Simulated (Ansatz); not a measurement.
`[F][SnH2][F]` + `F[C](F)F`• → `[F][SnH][F]`• + `FC(F)F`  (hydrogen abstraction from the Sn–H bond)

Calculated with Ansatz (gas phase, PBE0-D4/def2-TZVP geometries, no zero-point term in ΔE). CBS: MP2 limit from def2 TZ/QZ plus the TZ coupled-cluster correction, frozen cores. This one scheme is used for every species. Functionals use def2-TZVPP. HSE06 is defined as in plane-wave codes. No spin–orbit coupling; open shells (•) take unrestricted orbitals. def2 core potentials past Kr. For Sn outer-core shells are correlated without core-valence functions, which leaves a few kJ/mol of doubt a bond.

`[F][SnH2][F]`:

```xyz
5

F     0.035   -1.799   -0.258
Sn   -0.126    0.080    0.036
F     1.653    0.720   -0.231
H    -0.491    0.297    1.675
H    -1.072    0.701   -1.222
```

`F[C](F)F`•:

Z-matrix (Å, degrees):
```
C
F 1 1.313
F 1 1.313 2 111.4
F 1 1.313 2 111.4 3 125.1
```

`[F][SnH][F]`•:

Z-matrix (Å, degrees):
```
Sn
F 1 1.919
F 1 1.919 2 101.8
H 1 1.746 2 106.1 3 110.9
```

`FC(F)F`:

```xyz
5

F    -1.112    0.558   -0.414
C    -0.003   -0.005    0.060
F     0.139   -1.202   -0.507
F     1.036    0.752   -0.285
H    -0.060   -0.103    1.146
```

(1) Is it downhill or uphill in electronic energy at CCSD(T)/CBS, and by how much? (Best estimate.)

(2) What do these levels give: PBE-D4, PBE0-D4, r2SCANh-D4, HSE06-D4, ωB97X-V, CCSD/def2-SVP? (Estimate.)

(3) What do rigid-rotor, harmonic-oscillator terms from PBE0-D4/def2-TZVP frequencies (298.15 K, 1 bar) make of the CCSD(T)/CBS value? (Best estimate.)

Largest T1 diagnostic among the species: 0.018.

## Answers

(1) The calculation gave: Downhill: ΔE = -145.6 kJ/mol.

(2) Computed: PBE-D4 -151.9, PBE0-D4 -145.3, r2SCANh-D4 -141.2, HSE06-D4 -145.9, ωB97X-V -140.3, CCSD/def2-SVP -137.7 kJ/mol.

(3) The calculation gave: ΔZPE = +12.6 kJ/mol, ΔH = -133.6 kJ/mol, ΔS = 3 J/(mol·K), ΔG = -134.6 kJ/mol. Open shells count their whole term as degenerate.

From BLYP to BHLYP (50 % exact exchange), in def2-TZVPP and without D4, ΔE moves by +11.9 kJ/mol. Leaving LDA and LC-ωPBE aside and taking each functional with its dispersion term where it has one, the values, not all of them listed here, spread over 16.5 kJ/mol, from BLYP-D4 to r2SCAN0-D4. LDA lies −6.9 kJ/mol from PBE without D4. In def2-TZVPP, CCSD(T) changes the Hartree–Fock value by −22.6 kJ/mol (the triples alone add −1.6 kJ/mol) and MP2 by −28.3 kJ/mol.
